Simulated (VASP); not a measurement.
# BN in VASP: further runs, part 2 of 2

VASP 6.6.1. The steps go on from the part before.

## 3. Relaxation of cell and atoms, LDA

This run uses another cell than the first one, of 28.61 Å³/atom, 0.993 times its volume.

The input, INCAR:

```
ALGO = Normal ; EDIFF = 1E-7
EDIFFG = -0.005 ; ENCUT = 600
IBRION = 2 ; ISIF = 3
ISMEAR = 0 ; KPAR = 2
LASPH = T ; LATTICE_CONSTRAINTS = .TRUE. .TRUE. .FALSE.
LCHARG = F ; LREAL = F
LWAVE = F ; NELM = 80
NSW = 90 ; PREC = Accurate
SIGMA = 0.03
```

The input, KPOINTS:

```
k-points
0
Gamma
  15 15 1
```

The input, POSCAR:

```
BN                                      
1.0
    2.4897967924      0.0000000000      0.0000000000
   -1.2448983962      2.1562272677      0.0000000000
    0.0000000000      0.0000000000     21.3178500000
  B               N             
     2     2
Direct
     0.6666666699999979    0.3333333300000021    0.4238555448753468
     0.3333333300000021    0.6666666699999979    0.5761444551246533
     0.3333333300000021    0.6666666699999979    0.4237605775660599
     0.6666666699999979    0.3333333300000021    0.5762394224339401
```

Potentials or basis: VASP PAW LDA potentials, release 64 (B, N).

Run with:

```bash
> cat potpaw_LDA.64/B/POTCAR potpaw_LDA.64/N/POTCAR > POTCAR
> mpirun -np 2 vasp_std > vasp.out
```

OUTCAR:

```text
EDIFF = 1E-7
   EDIFFG = -0.005
   ENCUT = 600
   IBRION = 2
   ISIF = 3
   ISMEAR = 0
   LASPH = T
   LREAL = F
   NELM = 80
   NSW = 90
   PREC = Accurate

 ion  position               nearest neighbor table
   1  0.667  0.333  0.424-   3 1.44   3 1.44   3 1.44
   2  0.333  0.667  0.576-   4 1.44   4 1.44   4 1.44
   3  0.333  0.667  0.424-   1 1.44   1 1.44   1 1.44
   4  0.667  0.333  0.576-   2 1.44   2 1.44   2 1.44

  LATTYP: Found a hexagonal cell.
 ALAT       =     2.4897967924
 C/A-ratio  =     8.5620842894

  Lattice vectors:

 A1 = (   2.4897967924,   0.0000000000,   0.0000000000)
 A2 = (  -1.2448983962,   2.1562272677,   0.0000000000)
 A3 = (   0.0000000000,   0.0000000000,  21.3178500000)

Analysis of symmetry for initial positions (statically):
=====================================================================
 Subroutine PRICEL returns:
 Original cell was already a primitive cell.

 Routine SETGRP: Setting up the symmetry group for a
 hexagonal supercell.

 Subroutine GETGRP returns: Found 12 space group operations
 (whereof 12 operations were pure point group operations)
 out of a pool of 24 trial point group operations.

The static configuration has the point symmetry D_3d.

Analysis of symmetry for dynamics (positions and initial velocities):
=====================================================================
 Subroutine PRICEL returns:
 Original cell was already a primitive cell.

 Routine SETGRP: Setting up the symmetry group for a
 hexagonal supercell.

 Subroutine GETGRP returns: Found 12 space group operations
 (whereof 12 operations were pure point group operations)
 out of a pool of 24 trial point group operations.

The dynamic configuration has the point symmetry D_3d.

 Subroutine INISYM returns: Found 12 space group operations
 (whereof 12 operations are pure point group operations),
 and found     1 'primitive' translations

----------------------------------------------------------------------------------------

                                     Primitive cell

  volume of cell :     114.4463

  direct lattice vectors                    reciprocal lattice vectors
     2.489796792  0.000000000  0.000000000     0.401639203  0.231886503  0.000000000
    -1.244898396  2.156227268  0.000000000     0.000000000  0.463773005  0.000000000
     0.000000000  0.000000000 21.317850000     0.000000000  0.000000000  0.046909046

  length of vectors
     2.489796792  2.489796788 21.317850000     0.463773005  0.463773005  0.046909046

  position of ions in fractional coordinates (direct lattice)
     0.666666670  0.333333330  0.423855545
     0.333333330  0.666666670  0.576144455
     0.333333330  0.666666670  0.423760578
     0.666666670  0.333333330  0.576239422

  ion indices of the primitive-cell ions
   primitive index   ion index
                 1           1
                 2           2
                 3           3
                 4           4

----------------------------------------------------------------------------------------

 KPOINTS: k-points

Automatic generation of k-mesh.
 Grid dimensions read from file:
 generate k-points for:   15   15    1
[... 57 lines left out ...]
   ICHARG =      2    charge: 1-file 2-atom 10-const
   ISPIN  =      1    spin polarized calculation?
   LNONCOLLINEAR =      F non collinear calculations
   LSORBIT =      F    spin-orbit coupling
   LASPH  =      T    aspherical Exc in radial PAW
   ENCUT  =  600.0 eV  44.10 Ry    6.64 a.u.   4.97  4.97 42.58*2*pi/ulx,y,z
   NELM   =     80;   NELMIN=  2; NELMDL= -5     # of ELM steps
   EDIFF  = 0.1E-06   stopping-criterion for ELM
   LREAL  =      F    real-space projection
   EDIFFG = -.5E-02   stopping-criterion for IOM
   NSW    =     90    number of steps for IOM
   IBRION =      2    ionic relax: 0-MD 1-quasi-New 2-CG
   NFREE  =      1    steps in history (QN), initial steepest desc. (CG)
   ISIF   =      3    stress and relaxation
   ISYM   =      2    0-nonsym 1-usesym 2-fastsym
   POTIM  = 0.5000    time-step for ionic-motion
   TEBEG  =    0.0;   TEEND  =   0.0 temperature during run
   PSTRESS=    0.0 pullay stress
   NELECT =      16.0000    total number of electrons
   NUPDOWN=      -1.0000    fix difference up-down
   EMIN   =  10.00;   EMAX   =-10.00  energy-range for DOS
   EFERMI =   0.00;   METHOD = LEGACY
   ISMEAR =     0;   SIGMA  =   0.03  broadening in eV -4-tet -1-fermi 0-gaus
   EFERMI_NEDOS =   21; number of points for ismear=-14 and -15
   IALGO  =     38    algorithm
   IMIX   =      4    mixing-type and parameters
     AMIX     =   0.40;   BMIX     =  1.00
     AMIX_MAG =   1.60;   BMIX_MAG =  1.00
  volume/ion in A,a.u.               =      28.61       193.08
  Fermi-wavevector in a.u.,A,eV,Ry     =   0.849665  1.605633  9.822454  0.721930
  Thomas-Fermi vector in A             =   1.965521
   LORBIT       =      0    0 simple, 1 ext, 2 COOP (PROOUT), +10 PAW based schemes
   GGA     = CA    functional components
   LHFCALC =     F    Hartree Fock is set to
   AEXX    =    0.0000 exact exchange contribution
   IVDW    =     0    specifies the selected vdW correction
   LEPSILON=     F    determine dielectric tensor
   LRPA    =     F    only Hartree local field effects (RPA)
 conjugate gradient relaxation of ions
 non-spin polarized calculation
 Gauss-broadening in eV      SIGMA  =   0.03
  energy-cutoff  :      600.00
  volume of cell :      114.45
 maximum number of plane-waves:      3887
 NGX is ok and might be reduce to    20
   NGX =  9   NGY =  9   NGZ = 85

--------------------------------------- Ionic step        1  -------------------------------------------

 number of electron      16.0000001 magnetization

 Free energy of the ion-electron system (eV)
  ---------------------------------------------------
  ext. energy  EPLUGINS =         0.00000000
  ---------------------------------------------------
  free energy    TOTEN  =       -38.53139011 eV

  energy without entropy =      -38.53139011  energy(sigma->0) =      -38.53139011

------------------------ aborting loop because EDIFF is reached ----------------------------------------

  FORCE on cell =-STRESS in cart. coord.  units (eV):
  Direction    XX          YY          ZZ          XY          YZ          ZX
  --------------------------------------------------------------------------------------
  -------------------------------------------------------------------------------------
  Total       -0.0324062     -0.0324062     -0.0555034      0.0000000     -0.0000000      0.0000000
  in kB       -0.4536673     -0.4536673     -0.7770129      0.0000000     -0.0000000      0.0000000
  external PRESSURE =      -0.5614491 kB  Pullay stress =       0.0000000 kB
[... 63 lines left out ...]
--------------------------------------- Ionic step        3  -------------------------------------------

 number of electron      16.0000001 magnetization

 Free energy of the ion-electron system (eV)
  ---------------------------------------------------
  ext. energy  EPLUGINS =         0.00000000
  ---------------------------------------------------
  free energy    TOTEN  =       -38.53139607 eV

  energy without entropy =      -38.53139607  energy(sigma->0) =      -38.53139607

 E-fermi :  -3.3773     XC(G=0):  -3.6572

 val. band max:       -3.5445589493   @ k =   0.3333   0.3333   0.0000
 cond. band min:       0.8223028922   @ k =   0.4667   0.0667   0.0000
 fundamental gap:      4.3668618415
 Fermi energy:        -3.3773279769

 k-point     1 :       0.0000    0.0000    0.0000
  band No.  band energies     occupation
      1     -21.1587      2.00000
      2     -20.9741      2.00000
      3      -9.5097      2.00000
      4      -8.3036      2.00000
      5      -4.8456      2.00000
      6      -4.8456      2.00000
      7      -4.8229      2.00000
      8      -4.8229      2.00000
      9       1.3608      0.00000
     10       2.0081      0.00000
     11       2.7755      0.00000
     12       3.6712      0.00000
[... 331 lines left out ...]
 k-point    24 :       0.4000    0.2000    0.0000
  band No.  band energies     occupation
      1     -17.5665      2.00000
      2     -17.5328      2.00000
      3     -12.0378      2.00000
      4     -11.9850      2.00000
      5      -9.4675      2.00000
      6      -9.4233      2.00000
      7      -4.1804      2.00000
      8      -3.7309      2.00000
      9       1.0078      0.00000
     10       1.4851      0.00000
     11       8.5619      0.00000
     12       8.5913      0.00000

 [... further k-points ...]

------------------------ aborting loop because EDIFF is reached ----------------------------------------

  FORCE on cell =-STRESS in cart. coord.  units (eV):
  Direction    XX          YY          ZZ          XY          YZ          ZX
  --------------------------------------------------------------------------------------
  -------------------------------------------------------------------------------------
  Total        0.0031488      0.0031488     -0.0561301      0.0000000      0.0000000      0.0000000
  in kB        0.0440944      0.0440944     -0.7860145      0.0000000      0.0000000      0.0000000
  external PRESSURE =      -0.2326086 kB  Pullay stress =       0.0000000 kB
[... 19 lines left out ...]
  FREE ENERGIE OF THE ION-ELECTRON SYSTEM (eV)
  ---------------------------------------------------
  free  energy   TOTEN  =       -38.5313960686 eV

  energy  without entropy=      -38.5313960686  energy(sigma->0) =      -38.53139607

 reached required accuracy - stopping structural energy minimisation
```

It took 47 s on 2 MPI ranks of Intel Xeon 6975P-C (Granite Rapids), shared host; peak memory 0.21 GiB.

What came out:

```
Free energy                            : -38.5314 eV
Relaxed volume                         : 28.60 Å³/atom
Relaxed cell                           : a = 2.489 Å, b = 2.489 Å, c = 21.318 Å, α = 90.00°, β = 90.00°, γ = 120.00°
Space group after relaxing (to 0.05 Å) : P-3m1 (No. 164)
Energy gained by relaxing              : 0.0 meV/atom
Ionic steps                            : 3
Band gap on the k mesh                 : 4.37 eV, indirect (least direct gap 4.66 eV)
```

Forces in eV/Å, atoms in the order of the input:
```
B    0.000  0.000  0.003
B    0.000  0.000 -0.003
N    0.000  0.000 -0.003
N    0.000  0.000  0.003
```

Final structure:
```xyz
4
Lattice="2.4894 0.0000 0.0000 -1.2447 2.1559 0.0000 0.0000 0.0000 21.3178" Properties=species:S:1:pos:R:3 pbc="T T T"
B     1.2447    0.7186    9.0358
B     0.0000    1.4373   12.2821
N     0.0000    1.4373    9.0336
N     1.2447    0.7186   12.2843
```

A hybrid or GW would open this gap; LDA tends to underestimate it.

## 4. Relaxation of cell and atoms, PBE

The input, INCAR:

```
ALGO     = Normal         # electronic algorithm
EDIFF    = 1E-6           # SCF threshold, eV
EDIFFG   = -0.01          # ionic threshold
ENCUT    = 600            # plane-wave cutoff, eV
GGA      = PE             # functional
IBRION   = 2              # ionic algorithm
ISIF     = 3              # what is computed and relaxed
ISMEAR   = 0              # smearing method
LASPH    = True           # aspherical terms in the spheres
LATTICE_CONSTRAINTS= .TRUE. .TRUE. .FALSE.
LCHARG   = False          # write CHGCAR
LREAL    = False          # projectors in reciprocal space
LWAVE    = False          # write WAVECAR
NELM     = 80             # most SCF steps
NSW      = 90             # ionic steps
PREC     = Accurate       # precision mode
SIGMA    = 0.03           # smearing width, eV
```

KPOINTS is that of step 3.

The input, POSCAR:

```
BN
1.0
    2.4982400000      0.0000000000      0.0000000000
   -1.2491200000      2.1635393000      0.0000000000
    0.0000000000      0.0000000000     21.3178500000
B N
2 2
Direct
    0.6666666700      0.3333333300      0.4221814100
    0.3333333300      0.6666666700      0.5778185900
    0.3333333300      0.6666666700      0.4221814100
    0.6666666700      0.3333333300      0.5778185900
```

Potentials or basis: VASP PAW PBE potentials, release 64 (B, N).

Run with:

```bash
> cat potpaw_PBE.64/B/POTCAR potpaw_PBE.64/N/POTCAR > POTCAR
> mpirun -np 1 vasp_std > vasp.out
```

Wall time 16 min (1 thread of Intel Xeon Platinum 8259CL at 2.50GHz (Skylake/Cascade Lake), shared host); peak memory 0.27 GiB.

Results (log left out):

```
Free energy                            : -35.2096 eV
Relaxed volume                         : 29.12 Å³/atom
Relaxed cell                           : a = 2.512 Å, b = 2.512 Å, c = 21.318 Å, α = 90.00°, β = 90.00°, γ = 120.00°
Space group after relaxing (to 0.05 Å) : P-3m1 (No. 164)
Energy gained by relaxing              : 8.2 meV/atom
Ionic steps                            : 51
Largest force after relaxing           : 0.007 eV/Å
Band gap on the k mesh                 : 4.61 eV, indirect (least direct gap 4.67 eV)
```

Forces in eV/Å, atoms in the order of the input:
```
B    0.000  0.000  0.002
B    0.000  0.000 -0.002
N    0.000  0.000 -0.007
N    0.000  0.000  0.007
```

The path:
| step | energy change (eV) | largest force (eV/Å) | pressure (GPa) | volume (Å³) |
| --- | --- | --- | --- | --- |
| 1 | 0.0000 | 0.0689 | 1.38 | 115.22 |
| 3 | -0.0076 | 0.0603 | 0.10 | 116.53 |
| 5 | -0.0081 | 0.0516 | 0.12 | 116.51 |
| 7 | -0.0106 | 0.1584 | 0.12 | 116.49 |
| 9 | -0.0111 | 0.2305 | 0.11 | 116.48 |
| 11 | -0.0116 | 0.2263 | 0.11 | 116.49 |
| 13 | -0.0135 | 0.2086 | 0.09 | 116.50 |
| 15 | -0.0199 | 0.1377 | 0.02 | 116.55 |
| 17 | -0.0292 | 0.1532 | -0.22 | 116.73 |
| 19 | -0.0315 | 0.0499 | 0.27 | 116.20 |
| 21 | -0.0323 | 0.0333 | -0.01 | 116.49 |
| 23 | -0.0323 | 0.0217 | -0.06 | 116.55 |
| 25 | -0.0325 | 0.0115 | -0.03 | 116.52 |
| 27 | -0.0325 | 0.0202 | 0.01 | 116.48 |
| 29 | -0.0325 | 0.0123 | 0.01 | 116.48 |
| 31 | -0.0325 | 0.0063 | 0.06 | 116.42 |
| 33 | -0.0326 | 0.0121 | 0.03 | 116.45 |
| 35 | -0.0326 | 0.0400 | -0.11 | 116.59 |
| 37 | -0.0326 | 0.0327 | -0.07 | 116.56 |
| 39 | -0.0326 | 0.0299 | -0.06 | 116.54 |
| 41 | -0.0326 | 0.0286 | -0.05 | 116.53 |
| 43 | -0.0326 | 0.0270 | -0.06 | 116.54 |
| 45 | -0.0326 | 0.0255 | -0.07 | 116.55 |
| 47 | -0.0327 | 0.0205 | -0.10 | 116.58 |
| 49 | -0.0329 | 0.0083 | -0.09 | 116.58 |
| 51 | -0.0329 | 0.0074 | 0.01 | 116.47 |

Final structure:
```
CELL_PARAMETERS angstrom
2.51175 0.00000 0.00000
-1.25588 2.17524 0.00000
0.00000 0.00000 21.31785
ATOMIC_POSITIONS crystal
B 0.66667 0.33333 0.40456
B 0.33333 0.66667 0.59544
N 0.33333 0.66667 0.40457
N 0.66667 0.33333 0.59543
```

Levels at points of the mesh, in eV from the valence-band top:
| k point | band 6 | band 7 | band 8 | band 9 | band 10 | band 11 |
| --- | --- | --- | --- | --- | --- | --- |
| (0.00, 0.00, 0.00) | -1.35 | -1.35 | -1.35 | 4.61 | 5.19 | 5.85 |
